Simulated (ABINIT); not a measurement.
# ZnO (zincite) (P6_3mc) in ABINIT: a series of runs

Aim: see how the results for ZnO (zincite) move with the level of theory and the settings. Levels: PBE, LDA-Teter, revPBE, HCTH407. Tasks: band structure.

Program: ABINIT 10.8.3 (patched build). These are calculated values, not measurements. Logs are shortened: lines on timing, memory, paths and dates and some standing lists are left out, and cuts for length are marked. The log counts tension as positive stress, the text compression.

**Experimental background.**

“Electronic structure of alkaline earth and post-transition metal oxides”, 2009, arxiv:0908.1581 quotes, for a bulk crystal of ZnO: band gap 3.37 eV.

The runs below are set against these values where they give the same quantity.

### 1 Starting point

Symmetry: P6_3mc, No. 186, hexagonal system. The conventional cell has a = 3.249 Å, b = 3.249 Å, c = 5.206 Å, α = 90.00°, β = 90.00°, γ = 120.00°. Zn (site symmetry 3m) has 4 O at 1.97 to 1.98 Å as nearest neighbours. O (site symmetry 3m) is surrounded by 4 Zn at 1.97 to 1.98 Å.

### 2 Band structure, PBE

File run.abi:

```
ndtset 2

pp_dirpath "./"
pseudos "Zn.GGA_PBE-JTH.xml, O.GGA_PBE-JTH.xml"

acell 3*1.0
rprim
     6.1403022146     0.0000000000     0.0000000000
    -3.0701511073     5.3176577047     0.0000000000
     0.0000000000     0.0000000000     9.8373642945
ntypat 2
znucl 30 8
natom 4
typat 1 1 2 2
xred
     0.6666666667     0.3333333333     0.0000000000
     0.3333333333     0.6666666667     0.5000000000
     0.3333333333     0.6666666667     0.8790100000
     0.6666666667     0.3333333333     0.3790100000

ecut 23.0
pawecutdg 45.0

ixc 11

occopt 3
tsmear 0.05 eV

nstep 100

iomode 3
prtwf 0
prteig 0
prtebands 0
enunit 1
prtden1 1
prtvha1 1
prtvclmb1 1
prtpot1 1

kptopt1 1
ngkpt1 9 9 5
nshiftk1 1
shiftk1 0.0 0.0 0.0
nband1 22
tolvrs1 1.0e-9

iscf2 -2
getden2 1
nband2 26
nbdbuf2 2
tolwfr2 1.0e-12
kptopt2 -7
ndivsm2 8
prteig2 1
prtvol2 -3
kptbounds2
     0.0000000000     0.0000000000     0.0000000000
     0.5000000000     0.0000000000     0.0000000000
     0.3333333333     0.3333333333     0.0000000000
     0.0000000000     0.0000000000     0.0000000000
     0.0000000000     0.0000000000     0.5000000000
     0.5000000000     0.0000000000     0.5000000000
     0.3333333333     0.3333333333     0.5000000000
     0.0000000000     0.0000000000     0.5000000000
```

Potentials or basis: JTH PAW PBE v2.0.

The run is started by

```sh
> abinit run.abi > log 2>&1
```

run.abo:

```text
.Version 10.8.3 of ABINIT
 DATASET    1 : space group P6_3 m c (#186); Bravais hP (primitive hexag.)
================================================================================
 Values of the parameters that define the memory need for DATASET  1.
     intxc =       0    ionmov =       0      iscf =      17    lmnmax =      18
     lnmax =       6     mgfft =      45  mpssoang =       3    mqgrid =    3001
     natom =       4  nloc_mem =       2    nspden =       1   nspinor =       1
    nsppol =       1      nsym =      12    n1xccc =       1    ntypat =       2
    occopt =       3   xclevel =       2
       mpw =        1719          nfft =       40500          nkpt =          36
 PAW method is used; the additional fine FFT grid is defined by:
   mgfftf=        60    nfftf =     96000
================================================================================
================================================================================

 DATASET    2 : space group P6_3 m c (#186); Bravais hP (primitive hexag.)
================================================================================
 Values of the parameters that define the memory need for DATASET  2.
     intxc =       0    ionmov =       0      iscf =      -2    lmnmax =      18
     lnmax =       6     mgfft =      45  mpssoang =       3    mqgrid =    3001
     natom =       4  nloc_mem =       2    nspden =       1   nspinor =       1
    nsppol =       1      nsym =      12    n1xccc =       1    ntypat =       2
    occopt =       3   xclevel =       2
       mpw =        1725          nfft =       40500          nkpt =          91
 PAW method is used; the additional fine FFT grid is defined by:
   mgfftf=        60    nfftf =     96000
================================================================================
================================================================================

--------------------------------------------------------------------------------
------------- Echo of variables that govern the present computation ------------
--------------------------------------------------------------------------------
 -outvars: echo values of preprocessed input variables --------
            acell      1.0000000000E+00  1.0000000000E+00  1.0000000000E+00 Bohr
              amu      6.53900000E+01  1.59994000E+01
             ecut      2.30000000E+01 Hartree
           enunit           1
           getden1          0
           getden2          1
             iscf1         17
             iscf2         -2
              ixc          11
           jdtset        1    2
           kptopt1          1
           kptopt2         -7
         kptrlatt        9    0    0      0    9    0      0    0    5
          kptrlen1     4.91868215E+01
          kptrlen2     3.00000000E+01
            natom           4
            nband1         22
            nband2         26
           nbdbuf1          0
           nbdbuf2          2
           ndtset           2
           ndivsm1          0
           ndivsm2          8
            ngfft          30      30      45
          ngfftdg          40      40      60
             nkpt1         36
             nkpt2         91
            nstep         100
             nsym          12
           ntypat           2
           occopt           3
        pawecutdg      4.50000000E+01 Hartree
         pawxcdev           0
        prtebands           0
           prteig1          0
           prteig2          1
           prtpot1          1
           prtpot2          0
         prtvclmb1          1
[... 299 lines left out ...]
 Non-SCF case, kpt    1 (  0.00000  0.00000  0.00000), residuals and eigenvalues=
  5.63E-13  2.94E-13  4.35E-13  6.58E-13  6.81E-13  3.47E-13  6.95E-13  4.52E-13
  5.22E-13  2.83E-13  6.25E-13  8.67E-13  2.54E-13  9.30E-13  8.04E-13  6.47E-13
  8.26E-13  1.50E-13  3.94E-13  2.74E-13  9.05E-13  9.51E-13  9.12E-13  4.88E-13
  8.46E-13  3.09E-11
 -4.4004E-01 -4.1320E-01  1.4986E-02  1.4986E-02  1.6421E-02  1.8191E-02
  2.2229E-02  2.2229E-02  5.7885E-02  5.7885E-02  6.5789E-02  6.5789E-02
  7.5709E-02  1.9471E-01  1.9471E-01  2.2186E-01  2.2452E-01  2.2452E-01
  2.5370E-01  4.1601E-01  5.2830E-01  6.9662E-01  6.9662E-01  7.4257E-01
  7.4323E-01  7.4323E-01
 Non-SCF case, kpt    2 (  0.03333  0.00000  0.00000), residuals and eigenvalues=
[... 885 lines left out ...]
  1.7803E-02  1.7803E-02  6.2675E-02  6.2675E-02  6.2684E-02  6.2684E-02
  1.4257E-01  1.4257E-01  2.0853E-01  2.0853E-01  2.0936E-01  2.0936E-01
  3.5320E-01  3.5320E-01  5.9608E-01  5.9608E-01  7.0366E-01  7.0366E-01
  7.0734E-01  7.0734E-01
 Non-SCF case, kpt   91 (  0.00000  0.00000  0.50000), residuals and eigenvalues=
  2.77E-13  4.88E-13  2.28E-13  7.88E-13  3.22E-13  3.84E-13  3.27E-13  4.62E-13
  6.23E-13  9.20E-13  1.43E-13  8.39E-13  4.32E-13  8.32E-13  4.42E-13  8.04E-13
  7.20E-14  2.87E-13  2.76E-13  4.90E-13  3.13E-13  4.98E-13  9.62E-13  7.74E-13
  3.58E-13  1.26E-10
 -4.2699E-01 -4.2699E-01  7.0429E-03  7.0429E-03  1.7633E-02  1.7633E-02
  1.7633E-02  1.7633E-02  6.2685E-02  6.2685E-02  6.2685E-02  6.2685E-02
  1.4257E-01  1.4257E-01  2.0980E-01  2.0980E-01  2.0980E-01  2.0980E-01
  3.5178E-01  3.5178E-01  5.9618E-01  5.9618E-01  7.0694E-01  7.0694E-01
  7.0694E-01  7.0694E-01

--- !ResultsGS
iteration_state: {dtset: 2, }
comment   : Summary of ground state results
lattice_vectors:
- [  6.1403022,   0.0000000,   0.0000000, ]
- [ -3.0701511,   5.3176577,   0.0000000, ]
- [  0.0000000,   0.0000000,   9.8373643, ]
lattice_lengths: [   6.14030,    6.14030,    9.83736, ]
lattice_angles: [ 90.000,  90.000, 120.000, ] # degrees, (23, 13, 12)
lattice_volume:   3.2120987E+02
convergence: {deltae:  0.000E+00, res2:  0.000E+00, residm:  9.990E-13, diffor:  0.000E+00, }
etotal    :  -1.60977414E+02
entropy   :   0.00000000E+00
fermie    :   2.40588461E-01
cartesian_stress_tensor: null
pressure_GPa: null
xred      :
- [  6.6667E-01,   3.3333E-01,   0.0000E+00, Zn]
- [  3.3333E-01,   6.6667E-01,   5.0000E-01, Zn]
- [  3.3333E-01,   6.6667E-01,   8.7901E-01,  O]
- [  6.6667E-01,   3.3333E-01,   3.7901E-01,  O]
cartesian_forces: null
force_length_stats: {min: null, max: null, mean: null, }
...

 Integrated electronic density in atomic spheres:
 ------------------------------------------------
 Atom  Sphere_radius  Integrated_density
    1        2.30770         10.88985372
    2        2.30770         10.88985372
    3        1.41465          4.54228670
    4        1.41465          4.54228670

================================================================================

 ----iterations are completed or convergence reached----

 Mean square residual over all n,k,spin=   54.559E-14; max=  99.899E-14
 reduced coordinates (array xred) for    4 atoms
       0.666666666667      0.333333333333      0.000000000000
       0.333333333333      0.666666666667      0.500000000000
       0.333333333333      0.666666666667      0.879010000000
       0.666666666667      0.333333333333      0.379010000000

 cartesian coordinates (angstrom) at end:
    1      1.62465399890959     0.93799442360032     0.00000000000000
    2     -0.00000000000000     1.87598884720064     2.60285449823433
    3     -0.00000000000000     1.87598884720064     4.57587026498591
    4      1.62465399890959     0.93799442360032     1.97301576675159
 length scales=  1.000000000000  1.000000000000  1.000000000000 bohr
              =  0.529177210544  0.529177210544  0.529177210544 angstroms
 Eigenvalues (   eV  ) for nkpt=  91  k points:
 kpt#   1, nband= 26, wtk=  1.00000, kpt=  0.0000  0.0000  0.0000 (reduced coord)
 -11.97409  -11.24362    0.40780    0.40780    0.44684    0.49501    0.60489    0.60489
   1.57513    1.57513    1.79022    1.79022    2.06014    5.29840    5.29840    6.03725
   6.10937    6.10937    6.90363   11.32027   14.37588   18.95608   18.95608   20.20628
  20.22429   20.22429
 kpt#   2, nband= 26, wtk=  1.00000, kpt=  0.0333  0.0000  0.0000 (reduced coord)
 -11.96791  -11.24088    0.39929    0.41142    0.45246    0.50328    0.60454    0.60993
   1.57251    1.57464    1.79084    1.79500    2.05877    5.25657    5.28305    5.99332
   6.03077    6.10143    7.03258   11.36940   14.37540   18.81005   18.96710   20.12746
  20.23420   20.24162
 kpt#   3, nband= 26, wtk=  1.00000, kpt=  0.0667  0.0000  0.0000 (reduced coord)
 -11.94956  -11.23282    0.37713    0.42207    0.46521    0.52749    0.60518    0.62494
   1.56474    1.57342    1.79264    1.80929    2.05475    5.13355    5.23774    5.75852
   6.00775    6.07771    7.31106   11.51156   14.37381   18.43895   18.99989   19.86576
  20.28839   20.29616
 kpt#   4, nband= 26, wtk=  1.00000, kpt=  0.1000  0.0000  0.0000 (reduced coord)
 -11.91957  -11.21989    0.34452    0.43909    0.48189    0.55823    0.61768    0.64963
[... 424 lines left out ...]
 -11.59980  -11.59980    0.17717    0.17717    0.49210    0.49210    0.49901    0.49901
   1.70469    1.70469    1.70575    1.70575    3.87808    3.87808    5.57783    5.57783
   5.66069    5.66069    9.72104    9.72104   16.20972   16.20972   18.91305   18.91305
  19.27813   19.27813
 kpt#  90, nband= 26, wtk=  1.00000, kpt=  0.0196  0.0196  0.5000 (reduced coord)
 -11.61413  -11.61413    0.18796    0.18796    0.48312    0.48312    0.48444    0.48444
   1.70548    1.70548    1.70572    1.70572    3.87940    3.87940    5.67449    5.67449
   5.69688    5.69688    9.61103    9.61103   16.22027   16.22027   19.14757   19.14757
  19.24765   19.24765
 kpt#  91, nband= 26, wtk=  1.00000, kpt=  0.0000  0.0000  0.5000 (reduced coord)
 -11.61898  -11.61898    0.19165    0.19165    0.47981    0.47981    0.47981    0.47981
   1.70575    1.70575    1.70575    1.70575    3.87941    3.87941    5.70885    5.70885
   5.70885    5.70885    9.57255    9.57255   16.22286   16.22286   19.23668   19.23668
  19.23668   19.23668

== END DATASET(S) ==============================================================
================================================================================

 -outvars: echo values of variables after computation  --------
            acell      1.0000000000E+00  1.0000000000E+00  1.0000000000E+00 Bohr
           etotal1    -1.6097741382E+02
            fcart1     3.5081598645E-28  2.0254370422E-28 -1.3905844099E-03
                      -3.5081598645E-28 -2.0254370422E-28 -1.3905844099E-03
                      -1.7540799323E-28 -1.0127185211E-28  1.3905844099E-03
                       1.7540799323E-28  1.0127185211E-28  1.3905844099E-03
            rprim      6.1403022146E+00  0.0000000000E+00  0.0000000000E+00
                      -3.0701511073E+00  5.3176577047E+00  0.0000000000E+00
                       0.0000000000E+00  0.0000000000E+00  9.8373642945E+00
           strten1    -1.2850048886E-04 -1.2850048867E-04 -1.8691146258E-04
                       0.0000000000E+00  0.0000000000E+00  0.0000000000E+00
           xangst      1.6246539989E+00  9.3799442360E-01  0.0000000000E+00
                      -1.2714472962E-17  1.8759888472E+00  2.6028544982E+00
                      -1.2714472962E-17  1.8759888472E+00  4.5758702650E+00
                       1.6246539989E+00  9.3799442360E-01  1.9730157668E+00
             xred      6.6666666667E-01  3.3333333333E-01  0.0000000000E+00
                       3.3333333333E-01  6.6666666667E-01  5.0000000000E-01
                       3.3333333333E-01  6.6666666667E-01  8.7901000000E-01
                       6.6666666667E-01  3.3333333333E-01  3.7901000000E-01
 Calculation completed.
```

Wall time 5.2 min (1 thread of Arm Neoverse V2, shared host); peak memory 0.17 GiB.

What came out:

* Free energy: -4380.4186 eV
* Pressure: 4.4 GPa
* Largest force: 0.072 eV/Å
* Band gap on the k mesh: 0.79 eV, direct
* Band gap along the path: 0.79 eV, direct
* Valence electrons inside the program's atomic spheres: Zn 10.89; O 4.54

Forces on the atoms (eV/Å):
```
Zn   0.000  0.000 -0.072
Zn   0.000  0.000 -0.072
O    0.000  0.000  0.072
O    0.000  0.000  0.072
```

Levels at the corners of the path, in eV from the valence-band top:
```csv
point,band 14,band 15,band 16,band 17,band 18,band 19,band 20,band 21,band 22,band 23
Γ,-0.81,-0.81,-0.07,0.00,0.00,0.79,5.21,8.27,12.85,12.85
M,-3.53,-2.83,-2.28,-1.28,-0.83,5.77,6.87,7.63,8.48,10.65
K,-3.52,-3.52,-1.91,-1.91,-1.71,7.68,7.68,7.69,8.15,10.83
Γ,-0.81,-0.81,-0.07,0.00,0.00,0.79,5.21,8.27,12.85,12.85
A,-2.23,-0.40,-0.40,-0.40,-0.40,3.46,3.46,10.11,10.11,13.13
L,-3.75,-1.51,-1.51,-1.35,-1.35,5.73,5.73,8.42,8.42,11.32
H,-3.70,-2.68,-2.68,-1.23,-1.23,8.01,8.01,8.02,8.02,8.82
A,-2.23,-0.40,-0.40,-0.40,-0.40,3.46,3.46,10.11,10.11,13.13
```

### 3 Band structure, LDA-Teter

File run.abi:

```
# Datasets: ground state, then fixed potential
ndtset 2

# Pseudopotentials
pp_dirpath "./"
pseudos "Zn.LDA_PW-JTH.xml, O.LDA_PW-JTH.xml"

# Structure
acell 3*1.0
rprim
     6.1403022146     0.0000000000     0.0000000000
    -3.0701511073     5.3176577047     0.0000000000
     0.0000000000     0.0000000000     9.8373642945
ntypat 2
znucl 30 8
natom 4
typat 1 1 2 2
xcart
     1.6246540002     0.9379944241     0.0000000000
    -0.0000000002     1.8759888486     2.6028545000
    -0.0000000002     1.8759888486     4.5758702681
     1.6246540002     0.9379944241     1.9730157681 Angstrom

# Plane-wave basis
ecut 625.861884 eV
pawecutdg 45.0

# Exchange and correlation
ixc 1

# Bands and occupations
occopt 3
tsmear 0.00183747

# SCF cycle
nstep 100

# Output
iomode 3
prtwf 0
prteig 0
prtebands 0
enunit 2
prtden1 1

# Dataset 1
kptopt1 1
ngkpt1 9 9 5
nshiftk1 1
shiftk1 0.0 0.0 0.0
nband1 22
tolvrs1 1.0e-9

# Dataset 2: bands along G-M-K-G-A-L-H-A
iscf2 -2
getden2 1
nband2 26
nbdbuf2 2
tolwfr2 1.0e-12
kptopt2 -7
ndivsm2 5
prteig2 1
kptbounds2
     0.0000000000     0.0000000000     0.0000000000
     0.5000000000     0.0000000000     0.0000000000
     0.3333333333     0.3333333333     0.0000000000
     0.0000000000     0.0000000000     0.0000000000
     0.0000000000     0.0000000000     0.5000000000
     0.5000000000     0.0000000000     0.5000000000
     0.3333333333     0.3333333333     0.5000000000
     0.0000000000     0.0000000000     0.5000000000
```

Potentials or basis: JTH PAW LDA v2.0.

The run is started by

```sh
> abinit run.abi > log 2>&1
```

Run time: 2.6 min. Hardware: 1 thread of Arm Neoverse V2, shared host; peak memory 0.12 GiB.

It converged, with:

| Item | Value |
| --- | --- |
| Free energy | -4392.1732 eV |
| Pressure | -7.6 GPa |
| Largest force | 0.052 eV/Å |
| Band gap on the k mesh | 0.73 eV, direct |
| Band gap along the path | 0.73 eV, direct |
| Valence electrons inside the program's atomic spheres | Zn 10.91; O 4.51 |

Forces in eV/Å, atoms in the order of the input:
```
Zn   0.000  0.000 -0.052
Zn   0.000  0.000 -0.052
O    0.000  0.000  0.052
O    0.000  0.000  0.052
```

Stress tensor (GPa, compression positive):
```
-8.22  0.00  0.00
 0.00 -8.22  0.00
 0.00  0.00 -6.47
```

Levels at the corners of the path, in eV from the valence-band top:
```csv
point,band 16,band 17,band 18,band 19,band 20,band 21
Γ,-0.07,0.00,0.00,0.73,5.07,8.12
M,-2.30,-1.30,-0.83,5.66,6.71,7.47
K,-1.94,-1.94,-1.74,7.52,7.55,7.55
Γ,-0.07,0.00,0.00,0.73,5.07,8.12
A,-0.41,-0.41,-0.41,3.38,3.38,9.92
L,-1.52,-1.37,-1.37,5.58,5.58,8.28
H,-2.73,-1.24,-1.24,7.85,7.85,7.87
A,-0.41,-0.41,-0.41,3.38,3.38,9.92
```

### 4 Band structure, revPBE

File run.abi:

```
ndtset 2

pp_dirpath "./"
pseudos "Zn.GGA_PBE-JTH.xml, O.GGA_PBE-JTH.xml"

acell 3.249308 3.249308 5.205709 Angstrom
rprim
     1.0000000000     0.0000000000     0.0000000000
    -0.5000000000     0.8660254038     0.0000000000
     0.0000000000     0.0000000000     1.0000000000
ntypat 2
znucl 30 8
natom 4
typat 1 1 2 2
xcart
     3.0701511076     1.7725525680     0.0000000000
    -0.0000000003     3.5451051366     4.9186821472
    -0.0000000003     3.5451051366     8.6471415885
     3.0701511076     1.7725525680     3.7284594413

ecut 625.861884 eV
pawecutdg 45.0

ixc 14

occopt 3
tsmear 0.05 eV

nstep 100

iomode 3
prtwf 0
prteig 0
prtebands 0
enunit 1
prtden1 1

kptopt1 1
ngkpt1 9 9 5
nshiftk1 1
shiftk1 0.0 0.0 0.0
nband1 22
tolvrs1 1.0e-9

iscf2 -2
getden2 1
nband2 26
nbdbuf2 2
tolwfr2 1.0e-12
kptopt2 -7
ndivsm2 5
prteig2 1
prtvol2 -3
kptbounds2
     0.0000000000     0.0000000000     0.0000000000
     0.5000000000     0.0000000000     0.0000000000
     0.3333333333     0.3333333333     0.0000000000
     0.0000000000     0.0000000000     0.0000000000
     0.0000000000     0.0000000000     0.5000000000
     0.5000000000     0.0000000000     0.5000000000
     0.3333333333     0.3333333333     0.5000000000
     0.0000000000     0.0000000000     0.5000000000
```

Potentials or basis: JTH PAW PBE v2.0.

The run is started by

```sh
> abinit run.abi > log 2>&1
```

It took 4.7 min on 1 thread of Arm Neoverse V2, shared host; peak memory 0.14 GiB.

It converged, with:

```
Free energy                                           : -4376.4217 eV
Pressure                                              : 7.7 GPa
Largest force                                         : 0.076 eV/Å
Band gap on the k mesh                                : 0.86 eV, direct
Band gap along the path                               : 0.86 eV, direct
Valence electrons inside the program's atomic spheres : Zn 10.89; O 4.55
```

Forces in eV/Å, atoms in the order of the input:
```
Zn   0.000  0.000 -0.076
Zn   0.000  0.000 -0.076
O    0.000  0.000  0.076
O    0.000  0.000  0.076
```

Stress tensor (GPa, compression positive):
```
7.13 0.00 0.00
0.00 7.13 0.00
0.00 0.00 8.81
```

Levels at the corners of the path, in eV from the valence-band top:
```csv
point,band 15,band 16,band 17,band 18,band 19,band 20,band 21,band 22
Γ,-0.81,-0.07,0.00,0.00,0.86,5.28,8.35,12.92
M,-2.81,-2.27,-1.27,-0.82,5.83,6.97,7.72,8.54
K,-3.51,-1.91,-1.91,-1.70,7.74,7.74,7.79,8.25
Γ,-0.81,-0.07,0.00,0.00,0.86,5.28,8.35,12.92
A,-0.40,-0.40,-0.40,-0.40,3.53,3.53,10.20,10.20
L,-1.50,-1.50,-1.35,-1.35,5.81,5.81,8.49,8.49
H,-2.66,-2.66,-1.22,-1.22,8.08,8.08,8.11,8.11
A,-0.40,-0.40,-0.40,-0.40,3.53,3.53,10.20,10.20
```

Caveat: the PAW data sets were made with another functional, which shifts forces and pressure a little.

(Part 1 of 2 ends here.)
